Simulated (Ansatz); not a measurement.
# AlN (P6_3/mmc): Grüneisen parameters, part 3 of 3

Aim: how the phonons of AlN (P6_3/mmc) shift with volume, and the thermal expansion that follows.

Ansatz 0.2.0; DFT LDA, scalar-relativistic, plane waves, PAW; PAW set soft_1.

So far, highest frequency on the path or at a solved wavevector (cm⁻¹): step 2 (phonons on a q mesh) 935; step 4 (phonons at the other volume, volume ratio 0.97) 963; step 6 (phonons at the other volume, volume ratio 1.03) 910.

## 7. Grüneisen parameters

The Grüneisen parameter of a mode is minus the logarithmic change of its frequency with volume, −d ln ω / d ln V; weighted by heat capacity it gives the expansion.

Numbers from this step:

- bulk modulus: 223.6 GPa

Phonon branches along the path, in cm⁻¹:

| point | branch 1 | branch 2 | branch 3 | branch 4 | branch 9 | branch 10 | branch 11 | branch 12 |
| --- | --- | --- | --- | --- | --- | --- | --- | --- |
| Γ | 0 | 0 | 0 | 286 | 688 | 702 | 702 | 935 |
| halfway | 123 | 194 | 287 | 359 | 666 | 702 | 712 | 883 |
| M | 171 | 275 | 350 | 426 | 631 | 722 | 739 | 767 |
| halfway | 231 | 286 | 340 | 452 | 644 | 716 | 730 | 766 |
| K | 285 | 314 | 314 | 469 | 652 | 715 | 715 | 764 |
| halfway | 167 | 214 | 312 | 382 | 667 | 703 | 711 | 864 |
| Γ | 0 | 0 | 0 | 286 | 688 | 702 | 702 | 935 |
| halfway | 150 | 150 | 188 | 322 | 691 | 696 | 696 | 779 |
| A | 264 | 264 | 264 | 264 | 687 | 687 | 728 | 728 |
| halfway | 260 | 260 | 311 | 311 | 684 | 684 | 798 | 798 |
| L | 291 | 291 | 344 | 344 | 683 | 683 | 749 | 749 |
| halfway | 279 | 279 | 380 | 380 | 699 | 699 | 742 | 742 |
| H | 278 | 278 | 400 | 400 | 715 | 715 | 728 | 728 |
| halfway | 257 | 257 | 333 | 333 | 688 | 688 | 795 | 795 |
| A | 264 | 264 | 264 | 264 | 687 | 687 | 728 | 728 |
| jump to L | 291 | 291 | 344 | 344 | 683 | 683 | 749 | 749 |
| halfway | 245 | 274 | 329 | 406 | 650 | 710 | 750 | 765 |
| M | 171 | 275 | 350 | 426 | 631 | 722 | 739 | 767 |
| jump to H | 278 | 278 | 400 | 400 | 715 | 715 | 728 | 728 |
| halfway | 293 | 293 | 345 | 447 | 672 | 726 | 726 | 751 |
| K | 285 | 314 | 314 | 469 | 652 | 715 | 715 | 764 |

The same for volume x 0.97:

| point | branch 1 | branch 2 | branch 3 | branch 4 | branch 9 | branch 10 | branch 11 | branch 12 |
| --- | --- | --- | --- | --- | --- | --- | --- | --- |
| Γ | 0 | 0 | 0 | 344 | 718 | 733 | 733 | 963 |
| M | 163 | 296 | 374 | 435 | 661 | 754 | 764 | 789 |
| K | 281 | 338 | 338 | 487 | 682 | 739 | 739 | 794 |
| Γ | 0 | 0 | 0 | 344 | 718 | 733 | 733 | 963 |
| A | 270 | 270 | 270 | 270 | 716 | 716 | 753 | 753 |
| L | 313 | 313 | 348 | 348 | 714 | 714 | 776 | 776 |
| H | 299 | 299 | 430 | 430 | 745 | 745 | 755 | 755 |
| A | 270 | 270 | 270 | 270 | 716 | 716 | 753 | 753 |
| L | 313 | 313 | 348 | 348 | 714 | 714 | 776 | 776 |
| M | 163 | 296 | 374 | 435 | 661 | 754 | 764 | 789 |
| H | 299 | 299 | 430 | 430 | 745 | 745 | 755 | 755 |
| K | 281 | 338 | 338 | 487 | 682 | 739 | 739 | 794 |

The same for volume x 1.03:

| point | branch 1 | branch 2 | branch 3 | branch 4 | branch 9 | branch 10 | branch 11 | branch 12 |
| --- | --- | --- | --- | --- | --- | --- | --- | --- |
| Γ | 0 | 0 | 0 | 217 | 662 | 674 | 674 | 910 |
| M | 178 | 248 | 320 | 418 | 605 | 693 | 716 | 747 |
| K | 285 | 285 | 289 | 454 | 626 | 694 | 694 | 737 |
| Γ | 0 | 0 | 0 | 217 | 662 | 674 | 674 | 910 |
| A | 258 | 258 | 258 | 258 | 661 | 661 | 703 | 703 |
| L | 270 | 270 | 340 | 340 | 655 | 655 | 724 | 724 |
| H | 257 | 257 | 371 | 371 | 689 | 689 | 702 | 702 |
| A | 258 | 258 | 258 | 258 | 661 | 661 | 703 | 703 |
| L | 270 | 270 | 340 | 340 | 655 | 655 | 724 | 724 |
| M | 178 | 248 | 320 | 418 | 605 | 693 | 716 | 747 |
| H | 257 | 257 | 371 | 371 | 689 | 689 | 702 | 702 |
| K | 285 | 285 | 289 | 454 | 626 | 694 | 694 | 737 |

Mode Grueneisen parameter -dln(w)/dln(V), modes matched by rank; at Γ the acoustic branches take the value of a neighbouring point of the path. Mode grüneisen parameters along the path, in :

| point | branch 1 | branch 2 | branch 3 | branch 4 | branch 9 | branch 10 | branch 11 | branch 12 |
| --- | --- | --- | --- | --- | --- | --- | --- | --- |
| Γ | -1.28 | 0.55 | 0.99 | 7.66 | 1.37 | 1.40 | 1.40 | 0.94 |
| halfway | -1.38 | 2.21 | 0.96 | 3.16 | 1.35 | 1.28 | 1.39 | 0.94 |
| M | -1.46 | 2.96 | 2.62 | 0.68 | 1.48 | 1.40 | 1.09 | 0.91 |
| halfway | -0.61 | 2.94 | 2.67 | 0.77 | 1.44 | 1.21 | 1.08 | 1.08 |
| K | -0.25 | 2.83 | 2.61 | 1.18 | 1.42 | 1.04 | 1.04 | 1.24 |
| halfway | -0.77 | 2.53 | 1.00 | 2.79 | 1.35 | 1.22 | 1.42 | 0.94 |
| Γ | -1.30 | 0.58 | 1.00 | 7.66 | 1.37 | 1.40 | 1.40 | 0.94 |
| halfway | 0.68 | 0.68 | 3.01 | 0.77 | 1.24 | 1.38 | 1.38 | 1.28 |
| A | 0.73 | 0.73 | 0.73 | 0.73 | 1.33 | 1.33 | 1.15 | 1.15 |
| halfway | 2.83 | 2.83 | 0.54 | 0.54 | 1.38 | 1.38 | 1.09 | 1.09 |
| L | 2.45 | 2.45 | 0.41 | 0.41 | 1.43 | 1.43 | 1.16 | 1.16 |
| halfway | 2.51 | 2.51 | 0.97 | 0.97 | 1.35 | 1.35 | 1.18 | 1.18 |
| H | 2.55 | 2.55 | 2.49 | 2.49 | 1.30 | 1.30 | 1.22 | 1.22 |
| halfway | 2.90 | 2.90 | 0.67 | 0.67 | 1.38 | 1.38 | 1.09 | 1.09 |
| A | 0.73 | 0.73 | 0.73 | 0.73 | 1.33 | 1.33 | 1.15 | 1.15 |
| jump to L | 2.45 | 2.45 | 0.41 | 0.41 | 1.43 | 1.43 | 1.16 | 1.16 |
| halfway | -0.20 | 2.16 | 2.60 | 1.13 | 1.46 | 1.41 | 1.18 | 0.99 |
| M | -1.46 | 2.96 | 2.62 | 0.68 | 1.48 | 1.40 | 1.09 | 0.91 |
| jump to H | 2.55 | 2.55 | 2.49 | 2.49 | 1.30 | 1.30 | 1.22 | 1.22 |
| halfway | 2.61 | 2.61 | 0.06 | 2.34 | 1.38 | 1.16 | 1.16 | 1.25 |
| K | -0.25 | 2.83 | 2.61 | 1.18 | 1.42 | 1.04 | 1.04 | 1.24 |

(dS/dlnV)/C_V. The thermodynamic Grueneisen parameter by temperature:

| temperature (K) | thermodynamic Grueneisen parameter |
| --- | --- |
| 50 | 0.999 |
| 100 | 1.42 |
| 150 | 1.49 |
| 200 | 1.49 |
| 250 | 1.48 |
| 300 | 1.46 |
| 350 | 1.46 |
| 400 | 1.45 |
| 450 | 1.45 |
| 500 | 1.44 |
| 550 | 1.44 |
| 600 | 1.44 |
| 650 | 1.43 |
| 700 | 1.43 |
| 750 | 1.43 |
| 800 | 1.43 |
| 850 | 1.43 |
| 900 | 1.43 |
| 950 | 1.43 |
| 1000 | 1.43 |

Gamma C_V/(B V) at the static volume. Table of volume expansion by temperature:

| temperature (K) | volume expansion (1e-6/K) |
| --- | --- |
| 50 | 0.32 |
| 100 | 3.29 |
| 150 | 7.73 |
| 200 | 11.8 |
| 250 | 15.2 |
| 300 | 17.8 |
| 350 | 19.7 |
| 400 | 21.2 |
| 450 | 22.3 |
| 500 | 23.2 |
| 550 | 23.9 |
| 600 | 24.4 |
| 650 | 24.9 |
| 700 | 25.2 |
| 750 | 25.5 |
| 800 | 25.7 |
| 850 | 25.9 |
| 900 | 26.1 |
| 950 | 26.3 |
| 1000 | 26.4 |

## 8. Summary of results

- bulk modulus: 224 GPa
- gap deformation potential: -7.69 eV
- thermodynamic Grüneisen parameter at 300 K: 1.464
- volume expansion at 300 K, estimated: 17.77 × 10⁻⁶ K⁻¹

By this estimate the volume grows by 17.8 × 10⁻⁶ per kelvin at 300 K. Without the field, the highest optical mode at Γ goes from 733 to 674 cm⁻¹ as the cell grows, a Grüneisen parameter of 1.40. Mode parameters on the path run from -1.5 to 7.7, with a median of 1.3. Modes with negative values stiffen as the cell grows and pull against the expansion. Branches are matched by rank, so values near crossings are rough. The expansion is the Grüneisen estimate at the static volume, with the static bulk modulus. The program warns that the interpolation holds no quadrupole term, so branches close to Γ can be off in this crystal. The PAW files were made for PBE and serve the other functionals too.

[Hosts, paths, dates, database ids (printed as entryN), source tags and the programs' standing remarks are cut or masked in the printed files.]
